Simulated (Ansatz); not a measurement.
## SnSe2: band structure with HSEsol

Crystal: SnSe2.

```xyz
3
Lattice="3.8110 0.0000 0.0000 -1.9055 3.3004 0.0000 0.0000 0.0000 6.1360" Properties=species:S:1:pos:R:3 pbc="T T T"
Sn    0.0000    0.0000    0.0000
Se    1.9055    1.1001    4.6081
Se    0.0000    2.2003    1.5279
```

| Property | Result |
| --- | --- |
| Program | Ansatz 0.2.0 |
| Task | band structure |
| Functional | HSEsol |
| Potentials or basis | Ansatz PAW |
| Cutoff | 420 eV (not typed: the program's choice for these potentials) |
| k mesh | 4 × 4 × 3 |
| Occupations | fermi-dirac, width 0.05 eV |
| Spin | no spin polarisation |
| Path | [["G", "M", "K", "G", "A", "L", "H", "A"], ["L", "M"], ["K", "H"]] |
| Points for each segment of the path | 4 |

```yaml
Pressure: 1.1 GPa
Largest_force: 0.155 eV/Å
Band_gap_on_the_k_mesh: 1.41 eV, indirect (least direct gap 1.82 eV)
Band_gap_along_the_path: 1.38 eV, indirect (least direct gap 1.82 eV)
```

Forces on the atoms (eV/Å):
```
Sn   0.000  0.000  0.000
Se   0.000  0.000 -0.155
Se   0.000  0.000  0.155
```

Stress tensor (GPa, compression positive):
```
0.91 0.00 0.00
0.00 0.91 0.00
0.00 0.00 1.53
```

Levels at the corners of the path, in eV from the valence-band top:
```csv
point,band 21,band 22,band 23,band 24,band 25,band 26
Γ,-0.42,-0.42,-0.06,1.76,3.66,5.50
M,-2.97,-1.30,-0.34,1.73,4.55,6.17
K,-3.70,-1.70,-1.70,2.07,7.69,7.69
Γ,-0.42,-0.42,-0.06,1.76,3.66,5.50
A,-0.90,-0.26,-0.26,3.20,3.64,5.20
L,-2.21,-0.94,-0.76,1.45,5.01,5.63
H,-4.11,-0.43,-0.43,3.35,5.55,5.55
A,-0.90,-0.26,-0.26,3.20,3.64,5.20
L,-2.21,-0.94,-0.76,1.45,5.01,5.63
M,-2.97,-1.30,-0.34,1.73,4.55,6.17
K,-3.70,-1.70,-1.70,2.07,7.69,7.69
H,-4.11,-0.43,-0.43,3.35,5.55,5.55
```

It took 8 min on 2 threads of Intel(R) Xeon(R) Processor @ 2.50GHz (Skylake/Cascade Lake), with other jobs on the host, peak memory 1.1 GiB.

Caveat: the k mesh is coarse (spacing up to 0.48 Å⁻¹), so the values aren't converged, least of all with exact exchange; spin-orbit coupling is left out, which moves the levels of the heavy elements; the PAW data sets come from PBE, with cores solved anew for the run's functional, which leaves a small shift of forces and pressure; the thresholds are loose for stress.
